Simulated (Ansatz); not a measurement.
# TaS2 (P-3m1) in Ansatz: relaxation of cell and atoms with LDA

Aim: the relaxation of cell and atoms of TaS2 with LDA.

All numbers are computed with Ansatz 0.2.0; they aren't measurements. Logs are shortened: lines on timing, memory, paths and dates and some standing lists are left out, and cuts for length are marked.

## (1) The structure

It takes space group P-3m1 (No. 164, trigonal). The conventional cell has a = 3.350 Å, b = 3.350 Å, c = 5.860 Å, α = 90.00°, β = 90.00°, γ = 120.00°. Ta (site symmetry -3m) has 6 S at 2.43 Å as nearest neighbours. S (site symmetry 3m) has 3 Ta at 2.43 Å as nearest neighbours.

## (2) Relaxation of cell and atoms, LDA

Contents of input.yaml:

```yaml
crystal:
  lattice:
    - [3.35, 0.0, 0.0]
    - [-1.675, 2.9011851027, 0.0]
    - [0.0, 0.0, 5.86]
  atoms:
    - { symbol: Ta, position: [0.0, 0.0, 0.0] }
    - { symbol: S, position: [0.6666666667, 0.3333333333, 0.75] }
    - { symbol: S, position: [0.3333333333, 0.6666666667, 0.25] }
hamiltonian:
  xc: lda
  pseudopotentials: { kind: paw }
kpoints:
  mp_grid: { grid: [9, 9, 5] }
scf:
  occupations: { method: fermi_dirac, width: 0.05 }
output:
  forces: true
  stress: true
relax:
  f_tol: 0.01
  max_steps: 40
  cell: { stress_tol: 0.05 }
```

Potentials or basis: Ansatz PAW.

Launch:

```console
ansatz run input.yaml --threads 2 --pin off --max-ram 5632MiB --backend cpu --events-out ev --progress --plain --runs-dir out
```

The log of the run:

```text
Warning: RAYON_NUM_THREADS=2 ignored (pool sized by the plan → 2); use --threads N
Engine: ansatz 0.2.0, x86_64-unknown-linux-gnu
Pseudopotentials: kind: paw
Pseudopotential: Ta, paw, valence charge 13, recommended cutoff 420 eV (normal), Ta.paw.azcp
Pseudopotential: S, paw, valence charge 6, recommended cutoff 420 eV (normal), S.paw.azcp
Functional definition: SPW92
  exchange = slater_x
  correlation = pw_c
Crystal: 3 atoms, lattice volume = 56.953 Å³
Basis set: ecut = 420 eV, 1135 PW (Γ)
Bands: 17, of which v1, the nominal top of the filled ones, is band 13 counted from 1 (12 counted from 0)
Symmetry: 12 space group operations
Space group: P-3m1 (ITA 164), of the structure as read, at distance tolerance 3.8e-5 Å
k-points: 50 of 405
Non-local potential: Ta, projectors of the file, l = 0: 3, l = 1: 2, l = 2: 2, l = 3: 1
Non-local potential: S, projectors of the file, l = 0: 2, l = 1: 2, l = 2: 2
PAW form: soft (Blöchl's): semilocal exchange-correlation on the pseudo side does not see the compensation charge
PAW frozen core: Ta, regenerated for the run's functional, and the local potential with it (the file was generated under x = pbe(κ = 0.804, μ = 0.2195149727645171), c = pbe(β = 0.06672455060314922))
PAW frozen core: S, regenerated for the run's functional, and the local potential with it (the file was generated under x = pbe(κ = 0.804, μ = 0.2195149727645171), c = pbe(β = 0.06672455060314922))
PAW one-centre angular grid: Ta, 590 points (default); XC on 64 Gauss nodes
PAW one-centre angular grid: S, 110 points (default); XC on 64 Gauss nodes
Initial density: superposition of atomic densities (neutral atoms: chi_scale 0, normalization atom), corrected by the library's trained network
Initial wavefunctions: pseudopotential atomic-orbital guess
Functional: x = slater, c = lda
SCF iter   1: F=—  HF=-11424.946516 eV  |F-HF|=—  |Δ(HF+E_count)|=         —  Δρ=7.91e-3  dr2=5.91e-2  ethr=1.77e-3  ⟨swp⟩=5.8  Hψ=4777  notcnv=0
preconditioner: auto → LDOS  [metal: Δε(μ)=0.004 eV  Ē_g=8.834 eV  σ=0.050 eV  W_gap=0.02  n_scr=10 (ndim 8)  ℏωp=20.3 eV  f_vac=0.012  D(μ)=1.99/eV (n_scr^D=22)  β→1.0]
SCF iter   2: F=—  HF=-11424.935658 eV  |F-HF|=—  |Δ(HF+E_count)|=   1.09e-2  Δρ=2.85e-3  dr2=3.55e-3  ethr=2.36e-4  ⟨swp⟩=2.0  Hψ=1462  notcnv=0
preconditioner: auto → Kerker (q_TF=auto, 2.378 Å⁻¹)  [metal: Δε(μ)=0.010 eV  Ē_g=8.902 eV  σ=0.050 eV  W_gap=0.05  n_scr=10 (ndim 8)  ℏωp=20.3 eV  f_vac=0.009  D(μ)=1.97/eV (n_scr^D=22)  β→0.5]
SCF iter   3: F=—  HF=-11424.934791 eV  |F-HF|=—  |Δ(HF+E_count)|=   8.68e-4  Δρ=9.42e-4  dr2=4.39e-4  ethr=1.42e-5  ⟨swp⟩=2.3  Hψ=1169  notcnv=0
SCF iter   4: F=—  HF=-11424.934701 eV  |F-HF|=—  |Δ(HF+E_count)|=   8.94e-5  Δρ=1.29e-4  dr2=1.29e-5  ethr=1.76e-6  ⟨swp⟩=2.2  Hψ=1095  notcnv=0
SCF iter   5: F=—  HF=-11424.934700 eV  |F-HF|=—  |Δ(HF+E_count)|=   1.74e-6  Δρ=3.78e-5  dr2=2.90e-6  ethr=5.17e-8  ⟨swp⟩=2.0  Hψ=1270  notcnv=0
SCF iter   6: F=—  HF=-11424.934699 eV  |F-HF|=—  |Δ(HF+E_count)|=   3.92e-7  Δρ=1.36e-5  dr2=2.73e-7  ethr=1.16e-8  ⟨swp⟩=1.9  Hψ=1059  notcnv=0
SCF iter   7: F=-11424.934699 eV  HF=-11424.934699 eV  |F-HF|=7.39e-10  |Δ(HF+E_count)|=   4.24e-8  Δρ=2.30e-6  dr2=6.22e-9  ethr=4.00e-10  ⟨swp⟩=5.0  Hψ=2923  notcnv=0
SCF 1 converged in 7 iterations: F = -11424.934699 eV  dr2 = 6.22e-9
relax step   1: F+E_penalty+E_count = -11424.93469910 eV  Δ(F+E_penalty+E_count) = +0.000e0 eV  max|allowed force component| = 7.790e-1 eV/Å  Δτ_max = 0.0000 Å  P = +1.448 GPa  Ω = 56.953 Å³  (7 SCF iters, dr2 threshold 1.00e-7 eV, accepted)
Crystal: 3 atoms, lattice volume = 50.899 Å³
Basis set: ecut = 420 eV, 1015 PW (Γ)
Initial density: handed on by an earlier stage of this run
Initial wavefunctions: those handed on with the density
iter 1 solved again at ethr=2.67e-3 eV; its pass at ethr=3.10e-3 eV (dr2=6.67e-1 eV) is discarded
SCF iter   1: F=—  HF=-11425.032651 eV  |F-HF|=—  |Δ(HF+E_count)|=         —  Δρ=1.72e-2  dr2=6.68e-1  ethr=2.67e-3  ⟨swp⟩=1.0  Hψ=5446  notcnv=0
preconditioner: auto → Kerker (q_TF=auto, 2.423 Å⁻¹)  [metal: Δε(μ)=0.040 eV  Ē_g=8.899 eV  σ=0.050 eV  W_gap=0.20  n_scr=10 (ndim 8)  ℏωp=21.5 eV  f_vac=0.000  D(μ)=1.23/eV (n_scr^D=2)]
SCF iter   2: F=—  HF=-11424.963217 eV  |F-HF|=—  |Δ(HF+E_count)|=   6.94e-2  Δρ=9.98e-3  dr2=2.54e-1  ethr=2.67e-3  ⟨swp⟩=1.0  Hψ=850  notcnv=0
SCF iter   3: F=—  HF=-11424.917787 eV  |F-HF|=—  |Δ(HF+E_count)|=   4.54e-2  Δρ=2.12e-3  dr2=6.02e-3  ethr=1.02e-3  ⟨swp⟩=2.2  Hψ=1250  notcnv=0
SCF iter   4: F=—  HF=-11424.916315 eV  |F-HF|=—  |Δ(HF+E_count)|=   1.47e-3  Δρ=5.33e-4  dr2=1.99e-4  ethr=2.41e-5  ⟨swp⟩=2.0  Hψ=1199  notcnv=0
SCF iter   5: F=—  HF=-11424.916311 eV  |F-HF|=—  |Δ(HF+E_count)|=   3.43e-6  Δρ=1.26e-4  dr2=1.13e-5  ethr=7.94e-7  ⟨swp⟩=2.1  Hψ=1141  notcnv=0
SCF iter   6: F=—  HF=-11424.916312 eV  |F-HF|=—  |Δ(HF+E_count)|=   6.34e-7  Δρ=2.68e-5  dr2=4.73e-7  ethr=4.53e-8  ⟨swp⟩=2.6  Hψ=1279  notcnv=0
SCF iter   7: F=-11424.916312 eV  HF=-11424.916312 eV  |F-HF|=3.23e-9  |Δ(HF+E_count)|=   8.16e-8  Δρ=5.64e-6  dr2=2.13e-8  ethr=1.20e-9  ⟨swp⟩=4.0  Hψ=2713  notcnv=0
SCF 2 converged in 7 iterations: F = -11424.916312 eV  dr2 = 2.13e-8
relax step   2: F+E_penalty+E_count = -11424.91631182 eV  Δ(F+E_penalty+E_count) = +1.839e-2 eV  max|allowed force component| = 7.643e-1 eV/Å  Δτ_max = 0.1937 Å  P = +0.589 GPa  Ω = 50.899 Å³  energy of the carried Pulay correction = +1.031e-3 eV  (7 SCF iters, dr2 threshold 3.00e-7 eV, rejected (line search))
Crystal: 3 atoms, lattice volume = 54.459 Å³
Basis set: ecut = 420 eV, 1075 PW (Γ)
iter 1 solved again at ethr=9.91e-4 eV; its pass at ethr=3.10e-3 eV (dr2=2.48e-1 eV) is discarded
SCF iter   1: F=—  HF=-11425.046689 eV  |F-HF|=—  |Δ(HF+E_count)|=         —  Δρ=9.83e-3  dr2=2.48e-1  ethr=9.91e-4  ⟨swp⟩=1.0  Hψ=5237  notcnv=0
preconditioner: auto → Kerker (q_TF=auto, 2.396 Å⁻¹)  [metal: Δε(μ)=0.066 eV  Ē_g=8.977 eV  σ=0.050 eV  W_gap=0.30  n_scr=10 (ndim 8)  ℏωp=20.7 eV  f_vac=0.005  D(μ)=1.46/eV (n_scr^D=10)]
SCF iter   2: F=—  HF=-11425.014190 eV  |F-HF|=—  |Δ(HF+E_count)|=   3.25e-2  Δρ=4.87e-3  dr2=5.91e-2  ethr=9.91e-4  ⟨swp⟩=1.3  Hψ=867  notcnv=0
SCF iter   3: F=—  HF=-11425.002168 eV  |F-HF|=—  |Δ(HF+E_count)|=   1.20e-2  Δρ=1.93e-3  dr2=1.09e-2  ethr=2.36e-4  ⟨swp⟩=2.5  Hψ=1254  notcnv=0
SCF iter   4: F=—  HF=-11424.999779 eV  |F-HF|=—  |Δ(HF+E_count)|=   2.39e-3  Δρ=7.91e-4  dr2=4.93e-4  ethr=4.35e-5  ⟨swp⟩=2.0  Hψ=1098  notcnv=0
SCF iter   5: F=—  HF=-11424.999720 eV  |F-HF|=—  |Δ(HF+E_count)|=   5.94e-5  Δρ=1.44e-4  dr2=1.33e-5  ethr=1.97e-6  ⟨swp⟩=2.1  Hψ=1186  notcnv=0
SCF iter   6: F=—  HF=-11424.999722 eV  |F-HF|=—  |Δ(HF+E_count)|=   2.08e-6  Δρ=3.04e-5  dr2=8.32e-7  ethr=5.30e-8  ⟨swp⟩=2.3  Hψ=1228  notcnv=0
SCF iter   7: F=—  HF=-11424.999721 eV  |F-HF|=—  |Δ(HF+E_count)|=   1.23e-6  Δρ=7.17e-6  dr2=3.19e-8  ethr=3.33e-9  ⟨swp⟩=2.3  Hψ=1259  notcnv=0
SCF iter   8: F=—  HF=-11424.999721 eV  |F-HF|=—  |Δ(HF+E_count)|=   8.31e-9  Δρ=9.97e-7  dr2=7.03e-10  ethr=1.28e-10  ⟨swp⟩=2.0  Hψ=1203  notcnv=0
SCF iter   9: F=-11424.999721 eV  HF=-11424.999721 eV  |F-HF|=5.46e-12  |Δ(HF+E_count)|=  1.04e-10  Δρ=1.97e-7  dr2=1.85e-11  ethr=1.00e-12  ⟨swp⟩=5.0  Hψ=4430  notcnv=0
SCF 3 converged in 9 iterations: F = -11424.999721 eV  dr2 = 1.85e-11
relax step   3: F+E_penalty+E_count = -11424.99972064 eV  Δ(F+E_penalty+E_count) = -6.502e-2 eV  max|allowed force component| = 2.962e-3 eV/Å  Δτ_max = 0.0940 Å  P = -0.719 GPa  Ω = 54.459 Å³  energy of the carried Pulay correction = +4.112e-4 eV  (9 SCF iters, accepted)
Crystal: 3 atoms, lattice volume = 53.758 Å³
Basis set: ecut = 420 eV, 1051 PW (Γ)
iter 1 solved again at ethr=2.87e-5 eV; its pass at ethr=3.10e-3 eV (dr2=7.18e-3 eV) is discarded
SCF iter   1: F=—  HF=-11425.002630 eV  |F-HF|=—  |Δ(HF+E_count)|=         —  Δρ=1.66e-3  dr2=7.04e-3  ethr=2.87e-5  ⟨swp⟩=1.0  Hψ=4416  notcnv=0
preconditioner: auto → Kerker (q_TF=auto, 2.401 Å⁻¹)  [metal: Δε(μ)=0.004 eV  Ē_g=8.922 eV  σ=0.050 eV  W_gap=0.02  n_scr=10 (ndim 8)  ℏωp=20.9 eV  f_vac=0.001  D(μ)=1.32/eV (n_scr^D=2)]
SCF iter   2: F=—  HF=-11425.001726 eV  |F-HF|=—  |Δ(HF+E_count)|=   9.04e-4  Δρ=7.88e-4  dr2=1.57e-3  ethr=2.82e-5  ⟨swp⟩=1.0  Hψ=850  notcnv=0
SCF iter   3: F=—  HF=-11425.001400 eV  |F-HF|=—  |Δ(HF+E_count)|=   3.26e-4  Δρ=3.22e-4  dr2=3.07e-4  ethr=6.30e-6  ⟨swp⟩=2.2  Hψ=1090  notcnv=0
SCF iter   4: F=—  HF=-11425.001332 eV  |F-HF|=—  |Δ(HF+E_count)|=   6.79e-5  Δρ=1.36e-4  dr2=1.47e-5  ethr=1.23e-6  ⟨swp⟩=2.0  Hψ=1100  notcnv=0
SCF iter   5: F=—  HF=-11425.001329 eV  |F-HF|=—  |Δ(HF+E_count)|=   2.78e-6  Δρ=2.32e-5  dr2=3.74e-7  ethr=5.88e-8  ⟨swp⟩=2.0  Hψ=1134  notcnv=0
SCF iter   6: F=-11425.001330 eV  HF=-11425.001330 eV  |F-HF|=3.13e-10  |Δ(HF+E_count)|=   1.09e-7  Δρ=4.95e-6  dr2=2.06e-8  ethr=1.20e-9  ⟨swp⟩=4.3  Hψ=2782  notcnv=0
SCF 4 converged in 6 iterations: F = -11425.001330 eV  dr2 = 2.06e-8
relax step   4: F+E_penalty+E_count = -11425.00132955 eV  Δ(F+E_penalty+E_count) = -1.609e-3 eV  max|allowed force component| = 7.036e-3 eV/Å  Δτ_max = 0.0125 Å  P = +0.055 GPa  Ω = 53.758 Å³  energy of the carried Pulay correction = +5.300e-4 eV  (6 SCF iters, dr2 threshold 3.00e-7 eV, accepted)
Crystal: 3 atoms, lattice volume = 53.825 Å³
iter 1 solved again at ethr=3.61e-7 eV; its pass at ethr=3.10e-3 eV (dr2=9.03e-5 eV) is discarded
SCF iter   1: F=—  HF=-11425.001365 eV  |F-HF|=—  |Δ(HF+E_count)|=         —  Δρ=1.84e-4  dr2=8.77e-5  ethr=3.61e-7  ⟨swp⟩=2.3  Hψ=4890  notcnv=0
preconditioner: auto → Kerker (q_TF=auto, 2.401 Å⁻¹)  [metal: Δε(μ)=0.098 eV  Ē_g=8.934 eV  σ=0.050 eV  W_gap=0.39  n_scr=10 (ndim 8)  ℏωp=20.9 eV  f_vac=0.001  D(μ)=1.34/eV (n_scr^D=2)]
SCF iter   2: F=—  HF=-11425.001356 eV  |F-HF|=—  |Δ(HF+E_count)|=   8.96e-6  Δρ=8.09e-5  dr2=1.66e-5  ethr=3.51e-7  ⟨swp⟩=1.0  Hψ=851  notcnv=0
SCF iter   3: F=—  HF=-11425.001348 eV  |F-HF|=—  |Δ(HF+E_count)|=   8.01e-6  Δρ=3.71e-5  dr2=4.56e-6  ethr=6.63e-8  ⟨swp⟩=1.4  Hψ=937  notcnv=0
SCF iter   4: F=—  HF=-11425.001347 eV  |F-HF|=—  |Δ(HF+E_count)|=   1.03e-6  Δρ=1.84e-5  dr2=2.50e-7  ethr=1.82e-8  ⟨swp⟩=2.0  Hψ=1099  notcnv=0
SCF iter   5: F=-11425.001347 eV  HF=-11425.001347 eV  |F-HF|=7.88e-9  |Δ(HF+E_count)|=   5.78e-8  Δρ=4.63e-6  dr2=1.34e-8  ethr=1.10e-10  ⟨swp⟩=3.1  Hψ=3566  notcnv=0
SCF 5 converged in 5 iterations: F = -11425.001347 eV  dr2 = 1.34e-8
relax step   5: F+E_penalty+E_count = -11425.00134735 eV  Δ(F+E_penalty+E_count) = -1.781e-5 eV  max|allowed force component| = 3.593e-4 eV/Å  Δτ_max = 0.0013 Å  P = -0.005 GPa  Ω = 53.825 Å³  energy of the carried Pulay correction = +5.186e-4 eV  (5 SCF iters, dr2 threshold 2.75e-8 eV, accepted)
Initial wavefunctions: pseudopotential atomic-orbital guess (no wavefunctions were taken with the density)
iter 1 solved again at ethr=2.27e-7 eV; its pass at ethr=3.10e-3 eV (dr2=5.67e-5 eV) is discarded
SCF iter   1: F=—  HF=-11425.000928 eV  |F-HF|=—  |Δ(HF+E_count)|=         —  Δρ=4.84e-5  dr2=1.34e-7  ethr=2.27e-7  ⟨swp⟩=3.0  Hψ=6982  notcnv=0
preconditioner: auto → Kerker (q_TF=auto, 2.401 Å⁻¹)  [metal: Δε(μ)=0.097 eV  Ē_g=8.932 eV  σ=0.050 eV  W_gap=0.39  n_scr=10 (ndim 8)  ℏωp=20.9 eV  f_vac=0.001  D(μ)=1.34/eV (n_scr^D=2)]
SCF iter   2: F=—  HF=-11425.000928 eV  |F-HF|=—  |Δ(HF+E_count)|=   6.13e-7  Δρ=2.55e-5  dr2=3.63e-8  ethr=5.37e-10  ⟨swp⟩=2.0  Hψ=1184  notcnv=0
SCF iter   3: F=—  HF=-11425.000928 eV  |F-HF|=—  |Δ(HF+E_count)|=   3.01e-8  Δρ=9.32e-7  dr2=4.20e-10  ethr=1.45e-10  ⟨swp⟩=1.9  Hψ=1226  notcnv=0
SCF iter   4: F=—  HF=-11425.000928 eV  |F-HF|=—  |Δ(HF+E_count)|=  3.64e-11  Δρ=3.61e-7  dr2=7.52e-11  ethr=1.00e-12  ⟨swp⟩=6.5  Hψ=3885  notcnv=0
SCF iter   5: F=-11425.000928 eV  HF=-11425.000928 eV  |F-HF|=1.82e-12  |Δ(HF+E_count)|=  2.00e-11  Δρ=9.95e-8  dr2=8.33e-12  ethr=1.00e-12  ⟨swp⟩=5.9  Hψ=3575  notcnv=0
SCF 6 converged in 5 iterations: F = -11425.000928 eV  dr2 = 8.33e-12
relax step   6: F+E_penalty+E_count = -11425.00092784 eV  Δ(F+E_penalty+E_count) = +4.195e-4 eV  max|allowed force component| = 2.398e-4 eV/Å  Δτ_max = 0.0000 Å  P = -0.014 GPa  Ω = 53.825 Å³  stress off target by 1.82e-2 GPa  SCF on the basis re-selected at this cell (its energy is not comparable with the rows above)  (5 SCF iters)
basis re-selected at this cell: Δ(F+E_penalty+E_count) = +4.195e-4 eV, ΔP = -0.008 GPa vs the last step (what re-selecting the basis moved, of the pressure what is left beyond the Pulay correction that the steps carried, after the strain that the cell walked since its last selection, with what the two solves' SCF thresholds leave and, on support functions, any second-order correction that the steps lacked; it is no measure of the basis error at this ecutwfc). This SCF's stress stands 1.82e-2 GPa from its target on what of the cell is left free (relax.cell.stress_tol is 5.00e-2 GPa) and its largest allowed force component is 2.40e-4 eV/Å (relax.f_tol is 1.00e-2 eV/Å): within both
SCF converged after 5 iterations
Free energy (F): -11425.000928 eV
Harris-Foulkes:  -11425.000928 eV  (|F-HF|=1.82e-12)
Internal energy: -11424.989854 eV  (E = F + TS)
E sigma→0 (E₀):  -11424.995391 eV
Entropy (-TS):   -0.011074 eV (-3.691 meV/atom)
Fermi energy:    11.240357 eV
--- Per-component energies (eV) ---
  E_band       = -168.200629
  E_kinetic    = 583.650603
  E_local      = -1273.189221  (includes V_loc(G=0)·N_el)
  E_nonlocal   = 79.310003
  E_hartree    = 476.611360
  E_xc         = -411.035758
  E_vxc        = -381.698451  (∫ρ·V_xc dr)
  E_paw        = -9286.759031  (= ΣΔE_a)
  E_vpaw       = -129.496499  (= ΣTr[D̂ρ^β])
  E_aug_tail   = 0.000154  (compensation charges beyond the density's cutoff)
  E_ewald      = -1594.143261
  E_core_change = 0.565298  (= ΣΔE_core)
  E_smearing   = -0.011074  (= −TS)
  E_closure    = -0.000000  (closes the sum)
  Σ components = -11425.000928   (vs F -11425.000928, Δ=0.00e0)
--- Forces (eV/Å), atoms counted from 1 ---
  atom   1  Ta    -0.00000000    -0.00000000     0.00000000
  atom   2  S      0.00000000     0.00000000     0.00023983
  atom   3  S     -0.00000000    -0.00000000    -0.00023983
  max |Σ_I F_I| component: 1.16e-18 eV/Å
--- Stress (GPa, compression-positive) ---
       -0.011588       0.000000       0.000000
        0.000000      -0.011588       0.000000
       -0.000000       0.000000      -0.018154
  P = ⅓ Tr σ = -0.0138 GPa (-0.138 kbar)
--- Relaxed structure (5 steps of the walk, 4 accepted, 1 SCFs on fresh bases) ---
  F+E_penalty+E_count = -11425.00092784 eV   max|allowed force component| = 2.398e-4 eV/Å   (the final SCF, on the basis selected at the relaxed cell)
  cell:  # Å, volume = 53.8252 Å³
    - [3.2924298751853796, 2.6830740242180327e-33, -1.4418405676558238e-17]
    - [-1.6462149375926898, 2.851327912089367, 7.209202838279117e-18]
    - [-2.5221449929644483e-17, 7.822295413859555e-33, 5.733530130658059]
  atoms:
    - { symbol: Ta, position: [3.891944850345268e-35, -1.722993964430968e-35, 9.867596564145659e-20] }
    - { symbol: S, position: [0.6666666666666665, 0.33333333333333326, 0.7320417601241079] }
    - { symbol: S, position: [0.33333333333333326, 0.6666666666666665, 0.2679582398758922] }
```

Wall time 5.1 s (2 threads of Intel Xeon Platinum 8488C (Sapphire Rapids), shared host); peak memory 0.42 GiB.

What came out:

| Property | Result |
| --- | --- |
| Free energy | -11425.0009 eV |
| Relaxed volume | 17.94 Å³/atom |
| Relaxed cell | a = 3.292 Å, b = 3.292 Å, c = 5.734 Å, α = 90.00°, β = 90.00°, γ = 120.00° |
| Space group after relaxing (to 0.05 Å) | P-3m1 (No. 164) |
| Energy gained by relaxing | 22.1 meV/atom |
| Ionic steps | 5 |
| Pressure after relaxing | 0.0 GPa |

The path:
```
step  energy change (eV)  largest force (eV/Å)  volume (Å³)
   1              0.0000                0.7790        56.95
   2             -0.0650                0.0030        54.46
   3             -0.0666                0.0070        53.76
   4             -0.0666                0.0004        53.83
   5             -0.0662                0.0002        53.83
```

Final structure:
```xyz
3
Lattice="3.2924 0.0000 0.0000 -1.6462 2.8513 0.0000 0.0000 0.0000 5.7335" Properties=species:S:1:pos:R:3 pbc="T T T"
Ta    0.0000    0.0000    0.0000
S     1.6462    0.9504    4.1972
S     0.0000    1.9009    1.5363
```

Caveat: the plane-wave basis is chosen anew once the cell has moved, so the energies of steps on either side of that aren't comparable; the PAW data sets come from PBE, with cores solved anew for the run's functional, which leaves a small shift of forces and pressure.
